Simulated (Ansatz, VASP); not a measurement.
## TaN in VASP and in Ansatz

```
CELL_PARAMETERS angstrom
2.92177 0.00000 0.00000
-1.46088 2.53033 0.00000
0.00000 0.00000 5.91652
ATOMIC_POSITIONS crystal
Ta 0.00000 0.00000 0.50000
Ta 0.00000 0.00000 0.00000
N 0.33333 0.66667 0.25000
N 0.66667 0.33333 0.75000
```

The cell comes from a database or a generator and needn't be the stable form of this composition.

Alike in both runs: task relaxation of cell and atoms; functional PBE; dispersion D3(BJ); k mesh 10 × 10 × 5; occupations fermi-dirac, width 0.05 eV; no spin polarisation.

|  | VASP | Ansatz |
| --- | --- | --- |
| version | VASP 6.6.1 | Ansatz 0.2.0 |
| potentials or method | VASP PAW PBE potentials, release 64 (Ta_pv, N) | Ansatz PAW |
| plane-wave cutoff (eV) | 600 | 420 |
| valence electrons in the cell | 32 | 36 |

Ansatz gave:

| Item | Value |
| --- | --- |
| gap on the k mesh at the Fermi level, each at its own relaxed structure (eV) | none |
| relaxed volume (Å³/atom) | 10.67 |
| relaxed cell length with the largest relative difference (Å) | 2.896 |
| energy change over the relaxation (meV/atom) | -7 |

**Question.** Which values does VASP return?

**Answer.** gap on the k mesh at the Fermi level, each at its own relaxed structure (eV): none; relaxed volume (Å³/atom): 10.69; relaxed cell length with the largest relative difference (Å): 2.897; energy change over the relaxation (meV/atom): -6.

A gap of «none» marks a metal or a gap that the smearing closes. The two sets of potentials don't hold the same shells in valence.

Caveats: pairwise dispersion overbinds metals, which lowers pressure and volume; the plane-wave basis is chosen anew once the cell has moved, so the energies of steps on either side of that aren't comparable (Ansatz); the pressure holds a Pulay correction of +0.5 GPa for the finite cutoff (Ansatz). The runs have no spin-orbit coupling, so splittings on Ta are missing.
